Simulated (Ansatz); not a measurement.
Molecular dynamics of WC

Input file:

```yaml
accuracy: low
crystal:
  lattice:
    - [-2.944907, -5.100728, 0.0]
    - [4.41736, -2.550364, 0.0]
    - [0.0, 0.0, 5.752194]
  atoms:
    - { symbol: W, position: [0.75335224, 0.5119353, 0.01371454] }
    - { symbol: C, position: [0.5082991, 0.70455451, 0.29697001] }
    - { symbol: W, position: [0.7414657, 0.51574719, 0.5307367] }
    - { symbol: C, position: [0.5216393, 0.71769948, 0.80726843] }
    - { symbol: W, position: [0.51472695, 0.01977405, 0.01522022] }
    - { symbol: C, position: [0.25232118, 0.20100266, 0.22832052] }
    - { symbol: W, position: [0.49357006, 0.02247732, 0.4897951] }
    - { symbol: C, position: [0.2476033, 0.19773591, 0.75447244] }
    - { symbol: W, position: [0.24302116, 0.51699276, 0.00466697] }
    - { symbol: C, position: [0.01194071, 0.71895209, 0.26862109] }
    - { symbol: W, position: [0.25366511, 0.53586828, 0.52404347] }
    - { symbol: C, position: [-0.02523356, 0.68930441, 0.77349807] }
    - { symbol: W, position: [0.0195534, 0.01248082, 0.00091824] }
    - { symbol: C, position: [0.78320613, 0.1949892, 0.2701317] }
    - { symbol: W, position: [-0.02397842, 0.03730082, 0.51737729] }
    - { symbol: C, position: [0.71772421, 0.20431463, 0.76871575] }
basis:
  ecutwfc: 420.0
kpoints:
  mp_grid: { grid: [2, 2, 2] }
hamiltonian:
  xc: pbe
  pseudopotentials: { kind: paw, azcp: { folder: soft_1 } }
scf:
  occupations: { method: fermi_dirac, width: 0.17 }
  lower_state_search: "off"
md:
  timestep: 1
  n_steps: 200
  ensemble: npt_langevin
  temperature: 1400.0
  initial_velocities: maxwell_boltzmann
  seed: 705197
  friction: 0.02
  pressure: 20.0
  fix_cell: [shape]
```

Launched with:

```bash
$ ansatz run input.yaml --threads 1 --pin off --max-ram 3072MiB --backend cpu --events-out ev --progress --plain --runs-dir out
```

It goes on from the last frame of an earlier run, with new velocities.

Output, in part (step lines):

```
md step     0: t =     0.00 fs  T =  1312.5 K  F+E_penalty+E_count = -85092.93859395 eV  E_kin = 2.714460 eV  conserved = -85069.27388544 eV  P_inst = 2.3552 GPa  V = 172.8093 Å³  selection 1  (9 SCF iters)
md step     1: t =     1.00 fs  T =  1265.4 K  F+E_penalty+E_count = -85092.92228328 eV  E_kin = 2.617103 eV  conserved = -85069.27400534 eV  P_inst = 2.5396 GPa  V = 172.7462 Å³  selection 1  (6 SCF iters)
md step     2: t =     2.00 fs  T =  1431.4 K  F+E_penalty+E_count = -85092.93223085 eV  E_kin = 2.960437 eV  conserved = -85069.27481378 eV  P_inst = 3.1670 GPa  V = 172.5626 Å³  selection 1  (6 SCF iters)
md step     3: t =     3.00 fs  T =  1437.0 K  F+E_penalty+E_count = -85092.94656174 eV  E_kin = 2.972042 eV  conserved = -85069.27488027 eV  P_inst = 3.6781 GPa  V = 172.3328 Å³  selection 1  (6 SCF iters)
md step     4: t =     4.00 fs  T =  1390.1 K  F+E_penalty+E_count = -85092.96641929 eV  E_kin = 2.874877 eV  conserved = -85069.27485764 eV  P_inst = 4.0757 GPa  V = 172.1104 Å³  selection 1  (6 SCF iters)
md step     5: t =     5.00 fs  T =  1493.5 K  F+E_penalty+E_count = -85092.98384191 eV  E_kin = 3.088892 eV  conserved = -85069.27526369 eV  P_inst = 4.6288 GPa  V = 171.8998 Å³  selection 1  (5 SCF iters)
md step     6: t =     6.00 fs  T =  1462.5 K  F+E_penalty+E_count = -85093.01023091 eV  E_kin = 3.024617 eV  conserved = -85069.27493735 eV  P_inst = 4.9971 GPa  V = 171.6852 Å³  selection 1  (5 SCF iters)
md step     7: t =     7.00 fs  T =  1571.4 K  F+E_penalty+E_count = -85093.06310789 eV  E_kin = 3.249939 eV  conserved = -85069.27532241 eV  P_inst = 5.5376 GPa  V = 171.4453 Å³  selection 1  (5 SCF iters)
[... lines left out ...]
```

The steps, from the saved trajectory:

```json
{"time (fs)": "0.0", "T (K)": "1312", "potential energy less start (eV)": "0.000", "conserved less start (meV/atom)": "0.00", "P (GPa)": "2.4", "volume (Å³)": "172.8"}
{"time (fs)": "6.0", "T (K)": "1462", "potential energy less start (eV)": "-0.072", "conserved less start (meV/atom)": "-0.07", "P (GPa)": "5.0", "volume (Å³)": "171.7"}
{"time (fs)": "12.0", "T (K)": "1990", "potential energy less start (eV)": "-0.511", "conserved less start (meV/atom)": "-0.06", "P (GPa)": "8.4", "volume (Å³)": "169.9"}
{"time (fs)": "18.0", "T (K)": "2312", "potential energy less start (eV)": "-1.026", "conserved less start (meV/atom)": "-0.28", "P (GPa)": "15.9", "volume (Å³)": "166.0"}
{"time (fs)": "24.0", "T (K)": "2325", "potential energy less start (eV)": "-0.645", "conserved less start (meV/atom)": "-0.34", "P (GPa)": "27.4", "volume (Å³)": "161.7"}
{"time (fs)": "30.0", "T (K)": "1548", "potential energy less start (eV)": "0.522", "conserved less start (meV/atom)": "0.05", "P (GPa)": "37.3", "volume (Å³)": "158.6"}
{"time (fs)": "36.0", "T (K)": "1560", "potential energy less start (eV)": "0.635", "conserved less start (meV/atom)": "0.08", "P (GPa)": "40.2", "volume (Å³)": "157.6"}
{"time (fs)": "42.0", "T (K)": "1614", "potential energy less start (eV)": "0.213", "conserved less start (meV/atom)": "-0.05", "P (GPa)": "36.9", "volume (Å³)": "158.3"}
{"time (fs)": "48.0", "T (K)": "1638", "potential energy less start (eV)": "-0.043", "conserved less start (meV/atom)": "-0.11", "P (GPa)": "32.6", "volume (Å³)": "159.8"}
{"time (fs)": "54.0", "T (K)": "1526", "potential energy less start (eV)": "-0.111", "conserved less start (meV/atom)": "0.01", "P (GPa)": "29.2", "volume (Å³)": "161.1"}
{"time (fs)": "60.0", "T (K)": "1383", "potential energy less start (eV)": "-0.217", "conserved less start (meV/atom)": "-0.01", "P (GPa)": "25.1", "volume (Å³)": "162.5"}
{"time (fs)": "66.0", "T (K)": "1399", "potential energy less start (eV)": "-0.479", "conserved less start (meV/atom)": "-0.09", "P (GPa)": "19.6", "volume (Å³)": "164.3"}
{"time (fs)": "72.0", "T (K)": "1177", "potential energy less start (eV)": "-0.197", "conserved less start (meV/atom)": "0.03", "P (GPa)": "16.7", "volume (Å³)": "165.8"}
{"time (fs)": "78.0", "T (K)": "1058", "potential energy less start (eV)": "-0.444", "conserved less start (meV/atom)": "0.08", "P (GPa)": "12.2", "volume (Å³)": "167.6"}
{"time (fs)": "84.0", "T (K)": "1872", "potential energy less start (eV)": "-1.830", "conserved less start (meV/atom)": "-0.22", "P (GPa)": "9.3", "volume (Å³)": "168.1"}
{"time (fs)": "90.0", "T (K)": "1719", "potential energy less start (eV)": "-2.096", "conserved less start (meV/atom)": "-0.15", "P (GPa)": "11.7", "volume (Å³)": "166.6"}
{"time (fs)": "96.0", "T (K)": "1293", "potential energy less start (eV)": "-0.967", "conserved less start (meV/atom)": "0.16", "P (GPa)": "18.7", "volume (Å³)": "164.6"}
{"time (fs)": "102.0", "T (K)": "1593", "potential energy less start (eV)": "-0.849", "conserved less start (meV/atom)": "0.03", "P (GPa)": "23.2", "volume (Å³)": "163.0"}
{"time (fs)": "108.0", "T (K)": "1587", "potential energy less start (eV)": "-1.607", "conserved less start (meV/atom)": "-0.13", "P (GPa)": "22.3", "volume (Å³)": "162.6"}
{"time (fs)": "114.0", "T (K)": "1215", "potential energy less start (eV)": "-1.587", "conserved less start (meV/atom)": "0.07", "P (GPa)": "20.2", "volume (Å³)": "163.1"}
{"time (fs)": "120.0", "T (K)": "1134", "potential energy less start (eV)": "-1.495", "conserved less start (meV/atom)": "0.09", "P (GPa)": "16.2", "volume (Å³)": "164.7"}
{"time (fs)": "126.0", "T (K)": "1527", "potential energy less start (eV)": "-1.665", "conserved less start (meV/atom)": "-0.02", "P (GPa)": "9.8", "volume (Å³)": "167.4"}
{"time (fs)": "132.0", "T (K)": "1151", "potential energy less start (eV)": "-1.650", "conserved less start (meV/atom)": "0.10", "P (GPa)": "4.0", "volume (Å³)": "169.8"}
{"time (fs)": "138.0", "T (K)": "1263", "potential energy less start (eV)": "-1.689", "conserved less start (meV/atom)": "0.05", "P (GPa)": "2.4", "volume (Å³)": "170.9"}
{"time (fs)": "144.0", "T (K)": "1256", "potential energy less start (eV)": "-1.387", "conserved less start (meV/atom)": "0.03", "P (GPa)": "4.6", "volume (Å³)": "170.3"}
{"time (fs)": "150.0", "T (K)": "1190", "potential energy less start (eV)": "-0.734", "conserved less start (meV/atom)": "0.03", "P (GPa)": "9.0", "volume (Å³)": "168.8"}
{"time (fs)": "156.0", "T (K)": "971", "potential energy less start (eV)": "-0.165", "conserved less start (meV/atom)": "0.15", "P (GPa)": "13.2", "volume (Å³)": "167.1"}
{"time (fs)": "162.0", "T (K)": "1441", "potential energy less start (eV)": "-0.475", "conserved less start (meV/atom)": "0.04", "P (GPa)": "18.7", "volume (Å³)": "164.7"}
{"time (fs)": "168.0", "T (K)": "1459", "potential energy less start (eV)": "-0.939", "conserved less start (meV/atom)": "-0.07", "P (GPa)": "26.2", "volume (Å³)": "161.5"}
{"time (fs)": "174.0", "T (K)": "1485", "potential energy less start (eV)": "-0.601", "conserved less start (meV/atom)": "0.04", "P (GPa)": "32.2", "volume (Å³)": "159.7"}
{"time (fs)": "180.0", "T (K)": "772", "potential energy less start (eV)": "-0.207", "conserved less start (meV/atom)": "0.26", "P (GPa)": "30.7", "volume (Å³)": "160.2"}
{"time (fs)": "186.0", "T (K)": "1162", "potential energy less start (eV)": "-0.781", "conserved less start (meV/atom)": "0.08", "P (GPa)": "26.0", "volume (Å³)": "161.7"}
{"time (fs)": "192.0", "T (K)": "1239", "potential energy less start (eV)": "-1.470", "conserved less start (meV/atom)": "-0.04", "P (GPa)": "19.6", "volume (Å³)": "163.8"}
{"time (fs)": "198.0", "T (K)": "1191", "potential energy less start (eV)": "-1.744", "conserved less start (meV/atom)": "0.01", "P (GPa)": "13.3", "volume (Å³)": "166.0"}
```

All steps were run. The conserved energy stayed within 0.35 meV per atom of its start (net change 0.023 meV per atom), so the integration is sound. A run of 0.2 ps of so small a system gives no equilibrium averages. Limits of this set-up: coarse k mesh, low accuracy level. The cell's volume went from 173 to 167 Å³.

Mean squared displacements from the first frame to the last, about the centre of mass, the cell's change included: W 0.02 Å², C 0.07 Å².

Last frame:

```xyz
16
Lattice="-2.9105 -5.0412 0.0000 4.3658 -2.5206 0.0000 0.0000 0.0000 5.6851" Properties=species:S:1:pos:R:3
W -0.004 -5.229 0.289
C 1.432 -4.302 1.802
W 0.077 -5.133 3.168
C 1.462 -4.411 4.451
W -1.354 -2.619 0.337
C 0.068 -1.665 1.683
W -1.389 -2.616 3.154
C 0.188 -1.802 4.445
W 1.427 -2.620 0.266
C 3.070 -1.789 1.657
W 1.561 -2.673 3.075
C 2.841 -1.811 4.513
W 0.066 -0.043 0.388
C -1.371 -4.231 1.716
W 0.133 -0.168 3.153
C -1.255 -4.252 4.579
```

The run took 16 min on 1 thread of Arm Neoverse V2, with other jobs on the host, peak memory 0.53 GiB.
